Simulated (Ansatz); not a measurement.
## What BaTiO3 (model cell, started as cubic perovskite with Ti in the octahedra) distorts into

Aim: this structure of BaTiO3 (model cell, started as cubic perovskite with Ti in the octahedra) is to be tested for unstable modes, and one is followed downhill.

Main program and level: Ansatz 0.2.0; DFT PBEsol, scalar-relativistic, plane waves, PAW; PAW set soft_1.

### Step 1. The starting structure

It takes space group Pm-3m (No. 221, cubic). The conventional cell has a = 3.970 Å, b = 3.970 Å, c = 3.970 Å, α = 90.00°, β = 90.00°, γ = 90.00°. Nearest to Ba lie 12 O at 2.81 Å. Nearest to Ti lie 6 O at 1.99 Å. Nearest to O lie 2 Ti at 1.99 Å and 4 Ba at 2.81 Å. Farther neighbours and most contacts between anions are not listed.

### Step 2. The dispersion

The cell comes from relaxations at this level that are not shown. Stability and thermal properties need the whole zone. Linear response on a 4×4×4 q mesh gives force constants as far as a supercell of that size would, and the tensors from the zone-centre run are typed in so that the long-range dipole term is interpolated apart.

Contents of input.yaml:

```yaml
crystal:
  lattice:
    - [3.9701498195, 0.0, 0.0]
    - [0.0, 3.9701498195, 0.0]
    - [0.0, 0.0, 3.9701498195]
  atoms:
    - { symbol: Ba, position: [0.0, 0.0, 0.0] }
    - { symbol: Ti, position: [0.5, 0.5, 0.5] }
    - { symbol: O, position: [0.5, 0.5, 0.0] }
    - { symbol: O, position: [0.5, 0.0, 0.5] }
    - { symbol: O, position: [0.0, 0.5, 0.5] }
kpoints:
  mp_grid: { grid: [8, 8, 8] }
hamiltonian:
  xc: pbesol
  pseudopotentials: { kind: paw, azcp: { folder: soft_1 }, xc_functional: pbe }
scf:
  occupations: { method: fixed }
output:
  eigenvalues: true
phonons:
  method: dfpt
  qmesh: [4, 4, 4]
  temperatures: { t_max: 1000, t_step: 50 }
  qpath:
    path:
      - [[0.0, 0.0, 0.0], [0.0, 0.5, 0.0], [0.5, 0.5, 0.0], [0.0, 0.0, 0.0], [0.5, 0.5, 0.5], [0.0, 0.5, 0.0]]
      - [[0.5, 0.5, 0.5], [0.5, 0.5, 0.0]]
    npoints: 10
  non_analytic_term:
    high_frequency_dielectric_tensor: [[6.7286, 0.0, 0.0], [0.0, 6.7286, 0.0], [0.0, 0.0, 6.7286]]
    born_effective_charges:
      - { species: Ba, tensor: [[2.7775, 0.0, 0.0], [0.0, 2.7775, 0.0], [0.0, 0.0, 2.7775]] }
      - { species: Ti, tensor: [[7.3419, 0.0, 0.0], [0.0, 7.3419, 0.0], [0.0, 0.0, 7.3419]] }
      - { species: O, tensor: [[-2.157, 0.0, 0.0], [0.0, -2.157, 0.0], [0.0, 0.0, -5.8054]] }
      - { species: O, tensor: [[-2.157, 0.0, 0.0], [0.0, -5.8054, 0.0], [0.0, 0.0, -2.157]] }
      - { species: O, tensor: [[-5.8054, 0.0, 0.0], [0.0, -2.157, 0.0], [0.0, 0.0, -2.157]] }
    source: "zone-centre run at this cell"
```

Command:

```bash
> ansatz run input.yaml --threads 4 --pin off --max-ram 16384MiB --backend cpu --events-out ev --progress --plain --runs-dir out
```

Numbers of over 12 decimals in the logs are rounded to 6 here.

What it wrote:

```text
Engine: ansatz 0.2.0, aarch64-unknown-linux-gnu
Pseudopotentials: kind: paw
Pseudopotential: Ba, paw, valence charge 10, recommended cutoff 420 eV (normal), soft_1/Ba.paw.azcp
Pseudopotential: Ti, paw, valence charge 12, recommended cutoff 420 eV (normal), soft_1/Ti.paw.azcp
Pseudopotential: O, paw, valence charge 6, recommended cutoff 420 eV (normal), soft_1/O.paw.azcp
Functional definition: PBEsol
  exchange = pbesol_x
  correlation = pbesol_c
Crystal: 5 atoms, lattice volume = 62.578 Å³
Basis set: ecut = 420 eV, 1237 PW (Γ), exchange–correlation on 54×54×54 points (8 copies of the dense FFT grid, shifted against one another)
Bands: 25, of which v1, the nominal top of the filled ones, is band 20 counted from 1 (19 counted from 0)
Symmetry: 48 space group operations
k-points: 35 of 512
Non-local potential: Ba, projectors of the file, l = 0: 3, l = 1: 2, l = 2: 2, l = 3: 2
Non-local potential: Ti, projectors of the file, l = 0: 3, l = 1: 2, l = 2: 3, l = 3: 1
Non-local potential: O, projectors of the file, l = 0: 2, l = 1: 2, l = 2: 1
PAW form: soft (Blöchl's): semilocal exchange-correlation on the pseudo side does not see the compensation charge
PAW frozen core: Ba, regenerated for the run's functional, and the local potential with it (the file was generated under x = pbe(κ = 0.804, μ = 0.219515), c = pbe(β = 0.066725))
PAW frozen core: Ti, regenerated for the run's functional, and the local potential with it (the file was generated under x = pbe(κ = 0.804, μ = 0.219515), c = pbe(β = 0.066725))
PAW frozen core: O, regenerated for the run's functional, and the local potential with it (the file was generated under x = pbe(κ = 0.804, μ = 0.219515), c = pbe(β = 0.066725))
PAW one-centre angular grid: Ba, 194 points (default); XC on 64 Gauss nodes
PAW one-centre angular grid: Ti, 590 points (default); XC on 64 Gauss nodes
PAW one-centre angular grid: O, 110 points (default); XC on 64 Gauss nodes
Initial density: superposition of atomic densities (chi_scale 0.1, normalization cell, long waves kept (reshape's long-wave potential 0.00 eV rms))
Initial wavefunctions: pseudopotential atomic-orbital guess
Functional: x = pbesol(κ = 0.804, μ = 0.123457), c = pbesol(β = 0.046)
SCF iter   1: F=—  HF=-10028.074330 eV  |F-HF|=—  |Δ(HF+E_count)|=         —  Δρ=5.64e-2  dr2=2.12e0  ethr=3.10e-3  ⟨swp⟩=4.6  Hψ=3362  notcnv=0  defer=80
preconditioner: auto → Resta (q_TF=auto, 2.532 Å⁻¹)  ε∞=5.9  [insulator: Δε(μ)=2.222 eV  Ē_g=11.632 eV  n_scr=18 (ndim 8)  ℏωp=25.7 eV  f_vac=0.000  ε∞_Penn≈5.9]
SCF iter   2: F=—  HF=-10027.687008 eV  |F-HF|=—  |Δ(HF+E_count)|=   3.87e-1  Δρ=2.34e-2  dr2=4.49e-1  ethr=3.10e-3  ⟨swp⟩=2.6  Hψ=1675  notcnv=0  defer=41
SCF iter   3: F=—  HF=-10027.628895 eV  |F-HF|=—  |Δ(HF+E_count)|=   5.81e-2  Δρ=8.75e-3  dr2=4.90e-2  ethr=1.12e-3  ⟨swp⟩=2.0  Hψ=1435  notcnv=0  defer=72
SCF iter   4: F=—  HF=-10027.632284 eV  |F-HF|=—  |Δ(HF+E_count)|=   3.39e-3  Δρ=9.79e-3  dr2=5.97e-2  ethr=1.23e-4  ⟨swp⟩=2.4  Hψ=1655  notcnv=0  defer=75
SCF iter   5: F=—  HF=-10027.621994 eV  |F-HF|=—  |Δ(HF+E_count)|=   1.03e-2  Δρ=1.41e-3  dr2=9.00e-4  ethr=1.23e-4  ⟨swp⟩=2.0  Hψ=1335  notcnv=0  defer=80
SCF iter   6: F=—  HF=-10027.622450 eV  |F-HF|=—  |Δ(HF+E_count)|=   4.56e-4  Δρ=1.87e-4  dr2=2.13e-5  ethr=2.25e-6  ⟨swp⟩=2.1  Hψ=1421  notcnv=0  defer=97
SCF iter   7: F=—  HF=-10027.622461 eV  |F-HF|=—  |Δ(HF+E_count)|=   1.07e-5  Δρ=6.04e-5  dr2=2.00e-6  ethr=5.31e-8  ⟨swp⟩=2.0  Hψ=1357  notcnv=0  defer=39
SCF iter   8: F=—  HF=-10027.622460 eV  |F-HF|=—  |Δ(HF+E_count)|=   2.87e-7  Δρ=9.33e-6  dr2=4.91e-8  ethr=5.01e-9  ⟨swp⟩=2.3  Hψ=1336  notcnv=0  defer=36
SCF iter   9: F=—  HF=-10027.622460 eV  |F-HF|=—  |Δ(HF+E_count)|=   2.27e-8  Δρ=1.96e-6  dr2=2.82e-9  ethr=1.23e-10  ⟨swp⟩=2.1  Hψ=1452  notcnv=0  defer=36
SCF iter  10: F=—  HF=-10027.622460 eV  |F-HF|=—  |Δ(HF+E_count)|=  3.87e-10  Δρ=4.08e-7  dr2=1.06e-10  ethr=7.05e-12  ⟨swp⟩=2.6  Hψ=1479  notcnv=0  defer=36
SCF iter  11: F=-10027.622460 eV  HF=-10027.622460 eV  |F-HF|=0.00e0  |Δ(HF+E_count)|=  3.64e-12  Δρ=6.69e-8  dr2=2.64e-12  ethr=1.00e-12  ⟨swp⟩=10.7  Hψ=5077  notcnv=0
SCF 1 converged in 11 iterations: F = -10027.622460 eV  dr2 = 2.64e-12
  greatest PAW one-centre occupation: 0.998 electrons in one spin orbital (limit 2), on the Ti atom at site 1 (counted from 0), in its partial waves of l = 0
NSCF: frozen V_eff on 35 k-points
NSCF: frozen V_eff on 125 k-points
DFPT response loops at q = (0, 0, 0) (fractional): preconditioner auto → none (the input reference at scf.mixing.eps_inf says where Resta's filter doesn't serve); β = 0.50; Broyden in place of MSR1
NSCF: frozen V_eff on 400 k-points
DFPT response loops at q = (0, 0, 0.25) (fractional): preconditioner auto → Resta (q_TF=auto, 2.532 Å⁻¹)  ε∞=5.7 (no band partly filled); β = 1.00, the filter's whole step (`scf.mixing.beta` (0.50) is not read by the response loops at its default; to damp them type it under 1.00, their step now; it binds the ground state too); Broyden in place of MSR1
NSCF: frozen V_eff on 250 k-points
DFPT response loops at q = (0, 0, -0.5) (fractional): mixed as the last ones told, above
NSCF: frozen V_eff on 640 k-points
DFPT response loops at q = (0, 0.25, 0.25) (fractional): mixed as the last ones told, above
NSCF: frozen V_eff on 400 k-points
DFPT response loops at q = (0, 0.25, -0.5) (fractional): mixed as the last ones told, above
NSCF: frozen V_eff on 250 k-points
DFPT response loops at q = (0, -0.5, -0.5) (fractional): mixed as the last ones told, above
NSCF: frozen V_eff on 1024 k-points
DFPT response loops at q = (0.25, 0.25, 0.25) (fractional): mixed as the last ones told, above
NSCF: frozen V_eff on 640 k-points
DFPT response loops at q = (0.25, 0.25, -0.5) (fractional): mixed as the last ones told, above
NSCF: frozen V_eff on 400 k-points
DFPT response loops at q = (0.25, -0.5, -0.5) (fractional): mixed as the last ones told, above
NSCF: frozen V_eff on 250 k-points
DFPT response loops at q = (-0.5, -0.5, -0.5) (fractional): mixed as the last ones told, above
SCF converged after 11 iterations
Free energy (F): -10027.622460 eV
Harris-Foulkes:  -10027.622460 eV  (|F-HF|=0.00e0)
Internal energy: -10027.622460 eV  (E = F + TS)
E sigma→0 (E₀):  -10027.622460 eV
Fermi energy:    10.471432 eV
--- Per-component energies (eV) ---
  E_band       = -131.058695
  E_kinetic    = 945.867596
  E_local      = -2139.799686  (includes V_loc(G=0)·N_el)
  E_nonlocal   = 310.760499
  E_hartree    = 821.911242
  E_xc         = -527.765352
  E_vxc        = -550.532329  (∫ρ·V_xc dr)
  E_paw        = -6595.139449  (= ΣΔE_a)
  E_vpaw       = -341.179415  (= ΣTr[D̂ρ^β])
  E_aug_tail   = 0.002221  (compensation charges beyond the density's cutoff)
  E_ewald      = -2843.856218
  E_core_change = 0.396686  (= ΣΔE_core)
  E_smearing   = -0.000000  (= −TS)
  E_closure    = -0.000000  (closes the sum)
  Σ components = -10027.622460   (vs F -10027.622460, Δ=0.00e0)
--- Band table (eV; the first three rows and the last of 35) ---
  k-point 0: bands = [... 16 lower, 9.3053, 10.4000, 10.4000, 10.4000, 12.2916, 12.2916, 12.2916, 14.6519, ... 1 higher]
  k-point 1: bands = [... 16 lower, 9.1666, 9.9915, 10.2784, 10.2784, 12.3116, 12.6274, 12.6274, 14.6536, ... 1 higher]
  k-point 2: bands = [... 16 lower, 8.8657, 9.2606, 10.0533, 10.0533, 12.3609, 13.3059, 13.3059, 14.6564, ... 1 higher]
  k-point 34: bands = [... 16 lower, 8.1407, 10.4714, 10.4714, 10.4714, 14.8521, 14.8521, 14.8521, 17.3389, ... 1 higher]
--- Phonons (Γ-DFPT): 4 representative perturbations + reference (Σ response iterations 12) ---
  ASR residual: 1.170e-4 → 0.000e0 eV/Å²; symmetrization residual: 4.756e-6 eV/Å²
  ASR residual per site (eV/Å²): 1.70e-5 9.22e-5 1.17e-4 1.17e-4 1.17e-4
  Γ frequencies (cm⁻¹): -187.83 -187.83 -187.83 0.00 0.00 0.00 172.22 172.22 172.22 280.11 280.11 280.11 466.98 466.98 466.98
--- Phonons (arbitrary-q DFPT): 10 irreducible q on the 4×4×4 mesh ---
  q = [0.0000, 0.0000, 0.0000] (star 1, of the zone-centre solve; hermiticity 1.54e-6, symmetrization 4.66e-13): -187.83 -187.83 -187.83 -0.00 -0.00 -0.00 172.22 172.22 172.22 280.11 280.11 280.11 466.98 466.98 466.98
  q = [0.0000, 0.0000, 0.2500] (star 6, 9 solved perturbations in 1560 linear systems a pass and spin channel, the states on 200 of 512 k-point pairs; hermiticity 1.71e-7, symmetrization 4.98e-14): -164.86 -164.86 83.58 83.58 116.94 181.23 181.23 227.57 303.64 303.65 303.65 453.41 453.41 482.96 664.63
  q = [0.0000, 0.0000, -0.5000] (star 3, 9 solved perturbations in 975 linear systems a pass and spin channel, the states on 125 of 512 k-point pairs; hermiticity 2.56e-7, symmetrization 2.04e-13): -149.96 -149.96 107.84 107.84 151.01 197.43 197.43 275.87 322.03 332.51 332.51 434.18 434.18 520.93 657.61
  q = [0.0000, 0.2500, 0.2500] (star 12, 9 solved perturbations in 2460 linear systems a pass and spin channel, the states on 320 of 512 k-point pairs; hermiticity 5.47e-7, symmetrization 1.82e-14): -144.32 83.30 102.25 121.28 210.14 216.97 242.66 256.29 285.11 317.67 351.79 437.60 457.15 481.50 687.98
  q = [0.0000, 0.2500, -0.5000] (star 12, 15 solved perturbations on 200 of 512 k-point pairs; hermiticity 3.58e-7, symmetrization 3.56e-14): -132.14 106.93 107.37 109.27 237.25 249.71 255.77 288.66 308.58 339.38 394.42 412.94 438.82 499.44 693.02
  q = [0.0000, -0.5000, -0.5000] (star 3, 9 solved perturbations in 975 linear systems a pass and spin channel, the states on 125 of 512 k-point pairs; hermiticity 3.88e-7, symmetrization 2.60e-14): -122.97 106.89 107.84 107.84 202.14 279.05 279.05 346.03 346.03 353.51 397.61 440.22 440.22 463.54 714.25
  q = [0.2500, 0.2500, 0.2500] (star 8, 4 solved perturbations in 1376 linear systems a pass and spin channel, the states on 512 of 512 k-point pairs; hermiticity 3.09e-7, symmetrization 2.85e-13): 102.37 102.37 109.58 210.56 210.56 242.96 247.53 247.53 288.36 364.50 364.50 442.36 442.36 472.01 710.89
  q = [0.2500, 0.2500, -0.5000] (star 12, 9 solved perturbations in 2460 linear systems a pass and spin channel, the states on 320 of 512 k-point pairs; hermiticity 2.13e-7, symmetrization 2.08e-13): 106.56 109.66 120.27 219.19 228.86 231.19 231.37 290.54 352.54 376.37 397.94 416.74 427.64 478.13 719.65
  q = [0.2500, -0.5000, -0.5000] (star 6, 9 solved perturbations in 1560 linear systems a pass and spin channel, the states on 200 of 512 k-point pairs; hermiticity 1.86e-7, symmetrization 1.42e-13): 119.88 120.01 120.01 190.63 224.41 224.41 244.08 378.38 378.38 380.58 386.82 430.45 430.45 443.04 735.55
  q = [-0.5000, -0.5000, -0.5000] (star 1, 4 solved perturbations in 350 linear systems a pass and spin channel, the states on 125 of 512 k-point pairs; hermiticity 8.51e-8, symmetrization 1.16e-13): 131.50 131.50 131.50 177.83 177.83 177.83 361.60 361.60 396.66 396.66 396.66 420.29 420.29 420.29 749.35
  sum rule: each row above includes the acoustic sum rule's correction from the zone centre's row sums; it moved no ω² by more than (1.41 cm⁻¹)²
  mesh force constants: q→R imaginary residual 2.40e-18; ASR residual 1.170e-4 → 0.000e0 eV/Å²; symmetrization residual 7.105e-15 eV/Å²
  interpolated dispersion: 63 rows × 15 modes
  density of states and harmonic sums: on the 16×16×16 q-mesh, interpolated from the force constants of a 4×4×4 supercell (with the dipole–dipole term of supplied tensors)
  largest difference from the sums on the solved wave vectors: F 5.51e-2 eV, S 7.07e-5 and C_V 2.07e-5 eV/K
  zero-point energy: 0.273456 eV/cell   skipped modes (ω ≤ 0): 121, of them read as no rigid motion or as one in doubt: 118 (6.157e-1 modes/cell left out, lowest -187.83 cm⁻¹)   left out of the sums: 4.11e-2 of the cell's modes: C_V's classical limit lies that fraction below 3 k_B per atom; for a crystal, a wire or a layer, F and S can be off by more, and a phonons.interpolated_qmesh denser along its periods is the remedy for the sampling
```

The job ended after 12 min (4 threads of Arm Neoverse V1, shared host; peak memory 2.2 GiB; 48 min of CPU time).

This step gave:

| Quantity | Value |
| --- | --- |
| gap on the k-mesh | 1.820 eV |
| volume per atom | 12.52 Å³ |
| sum-rule residual before enforcement | 1.17e-4 eV/Å² |
| lowest frequency on the path | -187.8 cm⁻¹ |
| point group | m-3m |
| highest frequency on the path or at a solved wavevector | 749.4 cm⁻¹ |
| highest optical mode at the zone centre (no LO-TO term) | 467.0 cm⁻¹ |
| lowest optical zone-centre mode | -187.8 cm⁻¹ |
| lowest mode on the q mesh (acoustic modes at Γ apart) | -187.8 cm⁻¹ |

Frequencies (cm⁻¹) solved at each irreducible wavevector; negative means imaginary. Frequencies by wavevector, by row:

| q in reciprocal lattice units | star | mode 1 | mode 2 | mode 3 | mode 4 | mode 13 | mode 14 | mode 15 |
| --- | --- | --- | --- | --- | --- | --- | --- | --- |
| 0 0 0 | 1 | -187.8 | -187.8 | -187.8 | 0 | 467 | 467 | 467 |
| 0 0 0.25 | 6 | -164.9 | -164.9 | 83.6 | 83.6 | 453.4 | 483 | 664.6 |
| 0 0 -0.5 | 3 | -150 | -150 | 107.8 | 107.8 | 434.2 | 520.9 | 657.6 |
| 0 0.25 0.25 | 12 | -144.3 | 83.3 | 102.2 | 121.3 | 457.1 | 481.5 | 688 |
| 0 0.25 -0.5 | 12 | -132.1 | 106.9 | 107.4 | 109.3 | 438.8 | 499.4 | 693 |
| 0 -0.5 -0.5 | 3 | -123 | 106.9 | 107.8 | 107.8 | 440.2 | 463.5 | 714.2 |
| 0.25 0.25 0.25 | 8 | 102.4 | 102.4 | 109.6 | 210.6 | 442.4 | 472 | 710.9 |
| 0.25 0.25 -0.5 | 12 | 106.6 | 109.7 | 120.3 | 219.2 | 427.6 | 478.1 | 719.6 |
| 0.25 -0.5 -0.5 | 6 | 119.9 | 120 | 120 | 190.6 | 430.4 | 443 | 735.5 |
| -0.5 -0.5 -0.5 | 1 | 131.5 | 131.5 | 131.5 | 177.8 | 420.3 | 420.3 | 749.4 |

Interpolated from a 4×4×4 q mesh, with the LO-TO term (at Γ the limit along the path; where Γ stands inside the path, tables give the limit on arrival). The phonon branches at the labelled points (cm⁻¹):

| point | branch 1 | branch 2 | branch 3 | branch 4 | branch 12 | branch 13 | branch 14 | branch 15 |
| --- | --- | --- | --- | --- | --- | --- | --- | --- |
| Γ | -188 | -188 | 0 | 0 | 450 | 467 | 467 | 660 |
| halfway | -165 | -165 | 84 | 84 | 453 | 453 | 483 | 665 |
| X | -150 | -150 | 108 | 108 | 434 | 434 | 521 | 658 |
| halfway | -132 | 107 | 107 | 109 | 413 | 439 | 499 | 693 |
| M | -123 | 107 | 108 | 108 | 440 | 440 | 464 | 714 |
| halfway | -144 | 83 | 102 | 121 | 438 | 457 | 482 | 688 |
| Γ | -188 | -188 | 0 | 0 | 450 | 467 | 467 | 660 |
| halfway | 102 | 102 | 110 | 211 | 442 | 442 | 472 | 711 |
| R | 132 | 132 | 132 | 178 | 420 | 420 | 420 | 749 |
| halfway | 107 | 110 | 120 | 219 | 417 | 428 | 478 | 720 |
| X | -150 | -150 | 108 | 108 | 434 | 434 | 521 | 658 |
| jump to R | 132 | 132 | 132 | 178 | 420 | 420 | 420 | 749 |
| halfway | 120 | 120 | 120 | 191 | 430 | 430 | 443 | 736 |
| M | -123 | 107 | 108 | 108 | 440 | 440 | 464 | 714 |

Symmetry leaves 10 wavevectors to solve. The lowest mode among them, the acoustic zeros apart, lies at Γ and is imaginary, 187.8i cm⁻¹, so the energy falls along it.

### Step 3. The mode frozen in, largest atomic shift 0 Å

The mode followed lies at Γ with frequency 187.8i cm⁻¹ and is 3-fold degenerate, the softest among the wavevectors solved. At small amplitude the distorted cell has space group no. 99 by a symmetry search on the positions. The undistorted cell that holds it gives the zero of energy on the same k mesh.

input.yaml, the sections that differ from step 2:

```yaml
scf:
  occupations: { method: gaussian, width: 0.02 }
output:
  forces: true
  stress: true
  eigenvalues: true
# crystal, kpoints, hamiltonian: as in step 2
# phonons: removed
```

What it wrote:

```text
[...]
Crystal: 5 atoms, lattice volume = 62.578 Å³
Basis set: ecut = 420 eV, 1237 PW (Γ), exchange–correlation on 54×54×54 points (8 copies of the dense FFT grid, shifted against one another)
Bands: 25, of which v1, the nominal top of the filled ones, is band 20 counted from 1 (19 counted from 0)
Symmetry: 48 space group operations
[...]
k-points: 35 of 512
[...]
k-point 0: bands = [... 16 lower, 9.3053, 10.3999, 10.3999, 10.3999, 12.2916, 12.2916, 12.2916, 14.6518, ... 1 higher]
  k-point 1: bands = [... 16 lower, 9.1665, 9.9915, 10.2784, 10.2784, 12.3116, 12.6274, 12.6274, 14.6535, ... 1 higher]
  k-point 2: bands = [... 16 lower, 8.8657, 9.2606, 10.0533, 10.0533, 12.3608, 13.3058, 13.3058, 14.6563, ... 1 higher]
  k-point 34: bands = [... 16 lower, 8.1407, 10.4714, 10.4714, 10.4714, 14.8520, 14.8520, 14.8520, 17.3389, ... 1 higher]
[key lines of the parts left out:]
SCF converged after 8 iterations
Free energy (F): -10027.622460 eV
Fermi energy:    11.381495 eV
P = ⅓ Tr σ = 0.0036 GPa (0.036 kbar)
```

Wall time 1.3 s (4 threads); peak memory 0.39 GiB.

Numbers from this step:

```yaml
pressure: 0.003630 GPa
energy_from_the_undistorted_cell: 0 meV/atom
```

At this level the gap is 1.82 eV on the k-mesh of the self-consistent run, which can miss the band edges.

### Step 4. The mode frozen in, largest atomic shift 0.08 Å

The atoms are moved along the unstable eigenvector, the largest shift by 0.08 Å, with the cell fixed.

input.yaml, the sections that differ from step 3:

```yaml
crystal:
  lattice:
    - [3.9701498195, 0.0, 0.0]
    - [0.0, 3.9701498195, 0.0]
    - [0.0, 0.0, 3.9701498195]
  atoms:
    - { symbol: Ba, position: [0.0, 0.0002058223, 0.0] }
    - { symbol: Ti, position: [0.5, 0.5134234764, 0.5] }
    - { symbol: O, position: [0.5, 0.489111173, 0.0] }
    - { symbol: O, position: [0.5, -0.0201503731, 0.5] }
    - { symbol: O, position: [0.0, 0.489111173, 0.5] }
# kpoints, hamiltonian, scf, output: as in step 3
```

What it wrote:

```text
[...]
Crystal: 5 atoms, lattice volume = 62.578 Å³
Basis set: ecut = 420 eV, 1237 PW (Γ), exchange–correlation on 54×54×54 points (8 copies of the dense FFT grid, shifted against one another)
Bands: 25, of which v1, the nominal top of the filled ones, is band 20 counted from 1 (19 counted from 0)
Symmetry: 8 space group operations
[...]
k-points: 75 of 512 (time reversal used)
[...]
--- Band table (eV; the first three rows and the last of 75) ---
  k-point 0: bands = [... 16 lower, 9.3172, 10.2637, 10.2765, 10.2765, 12.3694, 12.6153, 12.6153, 14.7684]
  k-point 1: bands = [... 16 lower, 9.2130, 9.8871, 10.1320, 10.2333, 12.6201, 12.7114, 12.8247, 14.8758]
  k-point 2: bands = [... 16 lower, 8.9492, 9.2804, 9.8737, 9.9817, 12.6667, 13.3759, 13.4063, 14.8831]
  k-point 74: bands = [... 16 lower, 8.1918, 10.4200, 10.4200, 10.5108, 14.9124, 14.9451, 14.9451, 17.1917]
[key lines of the parts left out:]
SCF converged after 8 iterations
Free energy (F): -10027.629669 eV
Fermi energy:    11.440105 eV
P = ⅓ Tr σ = 1.1739 GPa (11.739 kbar)
```

The job ended after 3.8 s (4 threads; peak memory 0.46 GiB; 14 s of CPU time).

Numbers from this step:

```
pressure                         : 1.174 GPa
gap on the k-mesh                : 1.859 eV
energy from the undistorted cell : -1.442 meV/atom
```

The energy, extrapolated to zero smearing, is -1.44 meV/atom against the undistorted cell.

The run ends at a pressure of 1.17 GPa, with forces up to 0.13 eV/Å.

(Continued in part 2 of 3.)

[Logs are printed without paths, hosts, clocks, repeated set-up lines and the standing remarks that a program may print on its own settings, such as how far it seeks lower states.]

[Hosts, paths, dates, database ids (printed as entryN), source tags and the programs' standing remarks are cut or masked in the printed files.]
